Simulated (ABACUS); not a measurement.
# Zr (P6_3/mmc) in ABACUS: equation of state, part 2 of 2

ABACUS 3.10.1. The steps go on from the part before.

**8. Equation of state, PBEsol, 24.68 Å³/atom (volume scaled by 1.06)**

Input file INPUT:

```
INPUT_PARAMETERS
suffix              Zr
calculation         scf
basis_type          pw
pseudo_dir          ./
symmetry            1
dft_functional      pbesol
ecutwfc             66
pseudo_rcut         7
nspin               1
nbands              16
ks_solver           dav
smearing_method     fd
smearing_sigma      0.00367493
scf_thr             1e-08
scf_nmax            100
mixing_type         broyden
mixing_beta         0.7
cal_force           1
cal_stress          1
kpar                4
```

Input file STRU:

```
ATOMIC_SPECIES
Zr 91.2240 Zr.upf

LATTICE_CONSTANT
1.8897261246

LATTICE_VECTORS
3.2953886421 0.0000000000 0.0000000000
-1.6476943210 2.8538902793 0.0000000000
0.0000000000 0.0000000000 5.2479471970

ATOMIC_POSITIONS
Direct

Zr
0.0
2
0.6666666667 0.3333333333 0.7500000000 1 1 1
0.3333333333 0.6666666667 0.2500000000 1 1 1
```

Input file KPT:

```
K_POINTS
0
Gamma
9 9 5 0 0 0
```

Potentials or basis: PseudoDojo NC SR 0.4.1 PBEsol standard, plane waves.

Started as:

```bash
> OMP_NUM_THREADS=1 mpirun -np 4 abacus > log
```

running log:

```text
ABACUS v3.10.1

               Atomic-orbital Based Ab-initio Computation at UStc

 ------------------------------------------------------------------------------------

 READING GENERAL INFORMATION
                           global_out_dir = OUT.Zr/
                           global_in_card = INPUT
                               pseudo_dir = ./
                              orbital_dir =
                                    DSIZE = 4
                                    GSIZE = 1

 READING UNITCELL INFORMATION
                                    ntype = 1
                  lattice constant (Bohr) = 1.88973
              lattice constant (Angstrom) = 1

 READING ATOM TYPE 1
                               atom label = Zr
                      L=0, number of zeta = 1
                      L=1, number of zeta = 1
                      L=2, number of zeta = 1
             number of atom for this type = 2

                        TOTAL ATOM NUMBER = 2
DIRECT COORDINATES
    atom                   x                   y                   z     mag                  vx                  vy                  vz
taud_Zr1            0.6666666667        0.3333333333        0.7500000000  0.0000        0.0000000000        0.0000000000        0.0000000000
taud_Zr2            0.3333333333        0.6666666667        0.2500000000  0.0000        0.0000000000        0.0000000000        0.0000000000

                          Volume (Bohr^3) = 333.066
                             Volume (A^3) = 49.3552
[... 296 lines left out ...]
 E_Hartree      28.5238375235        388.0867191459
 E_xc           -39.6727321831       -539.7752129179
 E_Ewald        -151.1724619514      -2056.8068632276
 E_entropy(-TS) -0.0011278837        -0.0153456453
 E_descf        0.0000000000         0.0000000000
 E_exx          0.0000000000         0.0000000000
 E_Fermi        0.9609934395         13.0749865177
----------------------------------------------------------

 charge density convergence is achieved
 final etot is -2753.5201746 eV
 EFERMI = 13.074986518 eV

 STATE ENERGY(eV) AND OCCUPATIONS    NSPIN == 1
 1/9 kpoint (Cartesian) = 0.0000 0.0000 0.0000 (2965 pws)
       1       -35.8031     0.00493827
       2       -35.6810     0.00493827
       3       -14.2619     0.00493827
       4       -13.5278     0.00493827
       5       -13.5278     0.00493827
       6       -13.4203     0.00493827
[... 8 lines left out ...]
      15        14.5486    7.83531e-16
      16        14.5486    7.83531e-16
[... 76 lines left out ...]
       3       -14.1719      0.0296296
       4       -13.6950      0.0296296
       5       -13.6451      0.0296296
       6       -13.5460      0.0296296
[... 8 lines left out ...]
      15        14.7485    8.62027e-17
      16        14.8296    1.70317e-17

[... levels at 3 further k points ...]

------------------------------------------------------------------------------------------
 TOTAL-FORCE (eV/Angstrom)
------------------------------------------------------------------------------------------
                       Zr1         0.0000000000         0.0000000000         0.0000000000
                       Zr2         0.0000000000         0.0000000000         0.0000000000
------------------------------------------------------------------------------------------

----------------------------------------------------------------
 TOTAL-STRESS (KBAR)
----------------------------------------------------------------
       -80.2915543076         0.0000000014        -0.0000000000
         0.0000000014       -80.2915543133         0.0000000000
        -0.0000000000         0.0000000000       -76.6848229682
----------------------------------------------------------------
 TOTAL-PRESSURE: -79.089311 KBAR

 --------------------------------------------
 !FINAL_ETOT_IS -2753.5201745867834688 eV
 --------------------------------------------
```

stdout:

```text
ABACUS v3.10.1

               Atomic-orbital Based Ab-initio Computation at UStc

%%%%%%%%%%%%%%%%%%%%%%%%%%%%%%%%%%%%%%%%%%%%%%%%%%%%%%%%%%%%%%%%%%%%%%%%%%%%%%%%%%%%%%%%%%%%%%%%%%%%%%%%%
 Warning: the number of valence electrons in pseudopotential > 4 for Zr: [Kr] 4d2 5s2
[... 31 lines left out ...]
 TOTAL-STRESS (KBAR)
----------------------------------------------------------------
       -80.2915543076         0.0000000014        -0.0000000000
         0.0000000014       -80.2915543133         0.0000000000
        -0.0000000000         0.0000000000       -76.6848229682
----------------------------------------------------------------
 TOTAL-PRESSURE: -79.089311 KBAR
```

Run time: 4.8 s. Hardware: 4 MPI ranks of Intel Xeon 6975P-C (Granite Rapids), shared host; peak memory 0.32 GiB.

Results:

| Property | Result |
| --- | --- |
| Free energy | -2753.5202 eV |
| Pressure | -7.9 GPa |
| Band gap on the k mesh | none (metal or under the smearing width) |

**9. Equation of state, PBEsol**

Potentials or basis: PseudoDojo NC SR 0.4.1 PBEsol standard, plane waves.

This step only gathers the single runs of the series.

Results:

```yaml
Equilibrium_volume: 22.51 Å³/atom
Bulk_modulus_at_fixed_shape_and_positions: 100 GPa
Pressure_derivative_of_the_bulk_modulus: 3.2
```

Energy against volume, from the lowest point:
```csv
volume (Å³/atom),energy (meV/atom)
21.884,5.26
22.350,0.00
22.815,0.92
23.281,7.50
23.746,19.27
24.212,35.80
24.678,56.69
```

Caveat: the cell was scaled at fixed shape and fractional positions, which overstates the stiffness of a crystal with free parameters, most of all of layers and chains.
